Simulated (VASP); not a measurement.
# Ba (P6/mmm) in VASP: a series of runs

The runs below take Ba through single point, with LDA.

Everything below comes from runs of VASP 6.6.1. Logs are shortened: lines on timing, memory, paths and dates and some standing lists are left out, and cuts for length are marked.

### 1 Starting point

It takes space group P6/mmm (No. 191, hexagonal). Conventional cell: a = 4.312 Å, b = 4.312 Å, c = 3.913 Å, α = 90.00°, β = 90.00°, γ = 120.00°. Ba (site symmetry 6/mmm) is surrounded by 8 Ba at 3.91 to 4.31 Å.

This isn't the form of Ba at room conditions, which is bcc.

### 2 Single point, LDA

Contents of INCAR:

```
SYSTEM = Ba
ADDGRID = .False.
ALGO = Normal
EDIFF = 1E-6
ENCUT = 450
GGA = CA
ISIF = 2
ISMEAR = -1
LASPH = .True.
LCHARG = .False.
LREAL = .False.
LWAVE = .False.
NBANDS = 11
NELM = 100
PREC = Accurate
SIGMA = 0.02
```

Contents of KPOINTS:

```
k-points
0
Gamma
  4 4 4
  0 0 0
```

Contents of POSCAR:

```
Ba
1.0
    4.3116136979      0.0000000000      0.0000000000
   -2.1558068490      3.7339669937      0.0000000000
    0.0000000000      0.0000000000      3.9134133000
Ba
1
Direct
    0.0000000000      0.0000000000      0.0000000000
```

Potentials or basis: VASP PAW LDA potentials, release 64 (Ba_sv).

Command:

```console
$ cat potpaw_LDA.64/Ba_sv/POTCAR > POTCAR
$ mpirun -np 1 vasp_std > vasp.out
```

OUTCAR:

```text
SYSTEM = Ba
   EDIFF = 1E-6
   ENCUT = 450
   GGA = CA
   ISIF = 2
   ISMEAR = -1
   LASPH = .True.
   LREAL = .False.
   NELM = 100
   PREC = Accurate

 Found     12 irreducible k-points:

 Following reciprocal coordinates:
            Coordinates               Weight
  0.000000  0.000000  0.000000      1.000000
  0.250000  0.000000  0.000000      6.000000
  0.500000  0.000000  0.000000      3.000000
  0.250000  0.250000  0.000000      6.000000
  0.000000  0.000000  0.250000      2.000000
  0.250000  0.000000  0.250000     12.000000
   k-points           NKPTS =     12   k-points in BZ     NKDIM =     12   number of bands    NBANDS=     11
   number of dos      NEDOS =    301   number of ions     NIONS =      1
   total plane-waves  NPLWV =  25200
   dimension x,y,z NGX =    30 NGY =   30 NGZ =   28
   dimension x,y,z NGXF=    60 NGYF=   60 NGZF=   56
   ions per type =               1
   NGX,Y,Z   is equivalent  to a cutoff of  11.57, 11.57, 11.89 a.u.
   NGXF,Y,Z  is equivalent  to a cutoff of  23.13, 23.13, 23.79 a.u.
 SYSTEM =  Ba
   PREC   = accura    normal or accurate (medium, high low for compatibility)
   ISTART =      0    job   : 0-new  1-cont  2-samecut
   ICHARG =      2    charge: 1-file 2-atom 10-const
   ISPIN  =      1    spin polarized calculation?
   LNONCOLLINEAR =      F non collinear calculations
   LSORBIT =      F    spin-orbit coupling
   LASPH  =      T    aspherical Exc in radial PAW
   ENCUT  =  450.0 eV  33.07 Ry    5.75 a.u.   7.46  7.46  6.77*2*pi/ulx,y,z
   NELM   =    100;   NELMIN=  2; NELMDL= -5     # of ELM steps
   EDIFF  = 0.1E-05   stopping-criterion for ELM
   LREAL  =      F    real-space projection
   EDIFFG = 0.1E-04   stopping-criterion for IOM
   NSW    =      0    number of steps for IOM
   IBRION =     -1    ionic relax: 0-MD 1-quasi-New 2-CG
   NFREE  =      0    steps in history (QN), initial steepest desc. (CG)
   ISIF   =      2    stress and relaxation
   ISYM   =      2    0-nonsym 1-usesym 2-fastsym
   POTIM  = 0.5000    time-step for ionic-motion
   TEBEG  =    0.0;   TEEND  =   0.0 temperature during run
   PSTRESS=    0.0 pullay stress
   NELECT =      10.0000    total number of electrons
   NUPDOWN=      -1.0000    fix difference up-down
   EMIN   =  10.00;   EMAX   =-10.00  energy-range for DOS
   EFERMI =   0.00;   METHOD = LEGACY
   ISMEAR =    -1;   SIGMA  =   0.02  broadening in eV -4-tet -1-fermi 0-gaus
   EFERMI_NEDOS =   21; number of points for ismear=-14 and -15
   IALGO  =     38    algorithm
   IMIX   =      4    mixing-type and parameters
     AMIX     =   0.40;   BMIX     =  1.00
     AMIX_MAG =   1.60;   BMIX_MAG =  1.00
  volume/ion in A,a.u.               =      63.00       425.17
  Fermi-wavevector in a.u.,A,eV,Ry     =   0.886379  1.675014 10.689660  0.785668
  Thomas-Fermi vector in A             =   2.007537
   LORBIT       =      0    0 simple, 1 ext, 2 COOP (PROOUT), +10 PAW based schemes
   GGA     = CA    functional components
   LHFCALC =     F    Hartree Fock is set to
   AEXX    =    0.0000 exact exchange contribution
   IVDW    =     0    specifies the selected vdW correction
   LEPSILON=     F    determine dielectric tensor
   LRPA    =     F    only Hartree local field effects (RPA)
 non-spin polarized calculation
  energy-cutoff  :      450.00
  volume of cell :       63.00
 maximum number of plane-waves:      1382
 NGX is ok and might be reduce to    30
   NGX = 15   NGY = 15   NGZ = 13

 number of electron      10.0000000 magnetization

 Free energy of the ion-electron system (eV)
  ---------------------------------------------------
  ext. energy  EPLUGINS =         0.00000000
  ---------------------------------------------------
  free energy    TOTEN  =        -1.99745450 eV

  energy without entropy =       -1.99549228  energy(sigma->0) =       -1.99647339

 E-fermi :   1.3400     XC(G=0):  -7.6070

 val. band max:        1.2692407300   @ k =   0.2500   0.2500   0.2500
 cond. band min:       1.3946170988   @ k =   0.5000   0.0000   0.2500
 fundamental gap:      0.1253763688
 Fermi energy:         1.3400169935

 k-point     1 :       0.0000    0.0000    0.0000
  band No.  band energies     occupation
      1     -27.5985      2.00000
      2     -12.5504      2.00000
      3     -12.5504      2.00000
      4     -12.4100      2.00000
      5      -1.2747      2.00000
      6       1.4601      0.00492
      7       3.0517      0.00000
      8       3.0517      0.00000
      9       6.2638      0.00000
     10       6.2638      0.00000
     11       7.5212      0.00000

 k-point     2 :       0.2500    0.0000    0.0000
  band No.  band energies     occupation
      1     -27.5772      2.00000
      2     -12.8092      2.00000
      3     -12.6094      2.00000
      4     -12.3835      2.00000
      5      -0.3524      2.00000
      6       1.7269      0.00000
      7       2.2425      0.00000
      8       4.0866      0.00000
      9       5.0520      0.00000
     10       6.0405      0.00000
     11       8.2279      0.00000

 k-point     3 :       0.5000    0.0000    0.0000
  band No.  band energies     occupation
      1     -27.5558      2.00000
      2     -13.0495      2.00000
      3     -12.6670      2.00000
      4     -12.3566      2.00000
      5       0.4512      2.00000
      6       1.7588      0.00000
      7       2.4826      0.00000
      8       4.3456      0.00000
      9       5.8403      0.00000
     10       6.1416      0.00000
     11       7.3000      0.00000

 k-point     4 :       0.2500    0.2500    0.0000
  band No.  band energies     occupation
      1     -27.5558      2.00000
      2     -12.9581      2.00000
      3     -12.7678      2.00000
      4     -12.3567      2.00000
      5       0.9561      2.00000
      6       1.6580      0.00000
      7       2.1175      0.00000
      8       4.6244      0.00000
      9       5.3592      0.00000
     10       5.6052      0.00000
     11       6.7919      0.00000

 k-point     5 :       0.0000    0.0000    0.2500
  band No.  band energies     occupation
      1     -27.5655      2.00000
      2     -12.8171      2.00000
      3     -12.5131      2.00000
      4     -12.5131      2.00000
      5      -0.4958      2.00000
      6       2.3016      0.00000
      7       3.3140      0.00000
      8       3.3140      0.00000
      9       4.8538      0.00000
     10       4.8538      0.00000
     11       7.1371      0.00000

 k-point     6 :       0.2500    0.0000    0.2500
  band No.  band energies     occupation
      1     -27.5447      2.00000
      2     -12.7861      2.00000
      3     -12.7557      2.00000
      4     -12.5703      2.00000
      5       0.3342      2.00000
      6       2.1469      0.00000
      7       2.9356      0.00000
      8       3.8432      0.00000
      9       4.1661      0.00000
     10       4.6839      0.00000
     11       8.2496      0.00000

 [... further k-points ...]

------------------------ aborting loop because EDIFF is reached ----------------------------------------

  FORCE on cell =-STRESS in cart. coord.  units (eV):
  Direction    XX          YY          ZZ          XY          YZ          ZX
  --------------------------------------------------------------------------------------
  -------------------------------------------------------------------------------------
  Total       -0.4475729     -0.4475729     -0.4880208      0.0000000      0.0000000      0.0000000
  in kB      -11.3817309    -11.3817309    -12.4103183      0.0000000      0.0000000      0.0000000
  external PRESSURE =     -11.7245934 kB  Pullay stress =       0.0000000 kB

 VOLUME and BASIS-vectors are now :
 -----------------------------------------------------------------------------
  energy-cutoff  :      450.00
  volume of cell :       63.00
      direct lattice vectors                 reciprocal lattice vectors
     4.311613698  0.000000000  0.000000000     0.231931724  0.133905844  0.000000000
    -2.155806849  3.733966994  0.000000000     0.000000000  0.267811687  0.000000000
     0.000000000  0.000000000  3.913413300     0.000000000  0.000000000  0.255531405

 POSITION                                       TOTAL-FORCE (eV/Angst)
 -----------------------------------------------------------------------------------
      0.00000      0.00000      0.00000         0.000000      0.000000      0.000000
 -----------------------------------------------------------------------------------
    total drift:                               -0.000000      0.000000     -0.000000

  FREE ENERGIE OF THE ION-ELECTRON SYSTEM (eV)
  ---------------------------------------------------
  free  energy   TOTEN  =        -1.9974544963 eV

  energy  without entropy=       -1.9954922777  energy(sigma->0) =       -1.99647339
```

Wall time 2.7 s (1 thread of Intel Xeon 6975P-C (Granite Rapids), shared host); peak memory 0.14 GiB.

The run converged, but some of its settings lie outside the range that counts as converged, so its numbers aren't taken as properties of the crystal.

Results:

```
Free energy : -1.9975 eV
Pressure    : -1.2 GPa
```

Caveat: the k mesh is coarse (spacing up to 0.42 Å⁻¹), so the values aren't converged; the mesh shows a gap though the element is a metal.

### 3 Single point, LDA

INCAR is that of step 2.

KPOINTS is that of step 2.

Contents of POSCAR:

```
Ba
1.0
    4.3404360000      0.0427450000      0.0778240000
   -2.1332000000      3.6827230000     -0.0419260000
    0.0706370000     -0.0031590000      3.9204320000
Ba
1
Direct
    0.0107920000      0.0146870000     -0.0229320000
```

Potentials or basis: VASP PAW LDA potentials, release 64 (Ba_sv).

Command:

```console
$ cat potpaw_LDA.64/Ba_sv/POTCAR > POTCAR
$ mpirun -np 1 vasp_std > vasp.out
```

It took 6.2 s on 1 thread of Intel Xeon 6975P-C (Granite Rapids), shared host; peak memory 0.15 GiB.

The run converged, but some of its settings lie outside the range that counts as converged, so its numbers aren't taken as properties of the crystal.

Results:

| Property | Result |
| --- | --- |
| Free energy | -1.9974 eV |
| Pressure | -1.2 GPa |

Caveat: the k mesh is coarse (spacing up to 0.42 Å⁻¹), so the values aren't converged; the mesh shows a gap though the element is a metal.

### 4 Single point, LDA

INCAR, as its differences from that of step 3:

```diff
@@ -14,3 +14,3 @@
 NELM = 100
-PREC = Accurate
-SIGMA = 0.02
+PREC = Low
+SIGMA = 0.2
```

KPOINTS is that of step 3.

Contents of POSCAR:

```
Ba
1.0
    4.3116136979      0.0000000000      0.0000000000
   -2.1558068490      3.7339669937      0.0000000000
    0.0000000000      0.0000000000      3.9134133000
Ba
1
Direct
    0.0000000000      0.0000000000      0.0000000000
```

Command:

```console
$ cat potpaw_LDA.64/Ba_sv/POTCAR > POTCAR
$ mpirun -np 1 vasp_std > vasp.out
```

Wall time 1.3 s (1 thread of Intel Xeon 6975P-C (Granite Rapids), shared host); peak memory 0.11 GiB.

These settings aren't checked as converged: the numbers below hold their error.

What came out:

```yaml
Free_energy: -2.1318 eV
Pressure: -1.1 GPa
```

Caveat: the k mesh is coarse (spacing up to 0.42 Å⁻¹), so the values aren't converged; the mesh shows a gap though the element is a metal.

### 5 Single point, LDA

INCAR is that of step 4.

KPOINTS is that of step 4.

Contents of POSCAR:

```
Ba
1.0
    4.3404360000      0.0427450000      0.0778240000
   -2.1332000000      3.6827230000     -0.0419260000
    0.0706370000     -0.0031590000      3.9204320000
Ba
1
Direct
    0.0107920000      0.0146870000     -0.0229320000
```

Command:

```console
$ cat potpaw_LDA.64/Ba_sv/POTCAR > POTCAR
$ mpirun -np 1 vasp_std > vasp.out
```

Wall time 2.7 s (1 thread of Intel Xeon 6975P-C (Granite Rapids), shared host); peak memory 0.12 GiB.

The run converged, but some of its settings lie outside the range that counts as converged, so its numbers aren't taken as properties of the crystal.

What came out:

- Free energy: -2.1326 eV
- Pressure: -1.1 GPa

Caveat: the k mesh is coarse (spacing up to 0.42 Å⁻¹), so the values aren't converged; the mesh shows a gap though the element is a metal.
